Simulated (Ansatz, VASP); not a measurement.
MgH2 in VASP and in Ansatz

```
Mg H
1.0
     3.94495    0.00000    0.00000
     0.00000    3.94495    0.00000
     0.00000    0.00000    4.74306
Mg H
2 4
Direct
  0.50000 0.00000 0.06735
  0.00000 0.50000 0.06735
  0.87754 0.87754 0.25942
  0.12246 0.12246 0.25942
  0.12246 0.87754 0.25942
  0.87754 0.12246 0.25942
```

Alike in both runs: task relaxation of cell and atoms; functional PBE; k mesh 4 × 4 × 4; occupations gaussian, width 0.1 eV; no spin polarisation.

|  | VASP | Ansatz |
| --- | --- | --- |
| version | VASP 6.6.1 | Ansatz 0.2.0 |
| potentials or method | VASP PAW PBE potentials, release 64 (Mg, H) | scalar-relativistic, plane waves, PAW |
| plane-wave cutoff (eV) | 600 | 420 |
| valence electrons in the cell | 8 | 24 |

|  | VASP | Ansatz | Ansatz less VASP |
| --- | --- | --- | --- |
| gap on the k mesh at the Fermi level, each at its own relaxed structure (eV) | none | none | - |
| relaxed volume (Å³/atom) | 9.41 | 9.46 | +0.054 |
| relaxed cell length with the largest relative difference (Å) | 4.561 | 4.574 | +0.0129 |
| energy change over the relaxation (meV/atom) | -808 | -808 | -0.6 |

A gap of «none» marks a metal or a gap that the smearing closes. The two sets of potentials don't hold the same shells in valence.

Caveats: the k mesh is coarse (spacing up to 0.40 Å⁻¹), so the values aren't converged; the volume moved by over 15 % at a fixed basis, so the end points are rough (VASP).
